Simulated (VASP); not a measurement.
Here is a VASP 6.6.1 calculation.

Contents of INCAR:

```
SYSTEM = Cu
PREC = Accurate
ENCUT = 520
EDIFF = 1E-7
ISMEAR = 0
SIGMA = 0.05
LREAL = .False.
LASPH = .True.
NELM = 100
ALGO = Normal
ISIF = 2
LWAVE = .False.
LCHARG = .False.
LDIPOL = .True.
IDIPOL = 3
DIPOL = 0.5 0.5 0.500
GGA = PE
IVDW = 12
IBRION = 2
NSW = 60
EDIFFG = -0.005
```

The input KPOINTS:

```
regular mesh
0
Gamma
  12 12 1
  0 0 0
```

The input POSCAR:

```
Cu
1.0
    2.5340966698      0.0000000000      0.0000000000
   -1.2670483349      2.1945920917      0.0000000000
    0.0000000000      0.0000000000     25.2814275000
Cu
6
Selective dynamics
Direct
    0.6666666700      0.3333333400      0.2966604635  F F F
    0.3333333300      0.6666666600      0.3779962781  F F F
    0.6666666700      0.3333333400      0.4593320927  F F F
    0.3333333300      0.6666666600      0.5406679073  T T T
    0.6666666700      0.3333333400      0.6220037219  T T T
    0.3333333300      0.6666666600      0.7033395365  T T T
```

Potentials or basis: VASP PAW PBE potentials, release 64 (Cu).

Command:

```bash
$ cat potpaw_PBE.64/Cu/POTCAR > POTCAR
$ mpirun -np 1 vasp_std > vasp.out
```

(1) Estimate the energy gained by relaxing.

(2) What does it give for the dispersion energy per atom?

(3) Predict the band gap on the k mesh.

Results:

(1) 0.1 meV/atom.

(2) -0.494 eV.

(3) none (metal or under the smearing width).
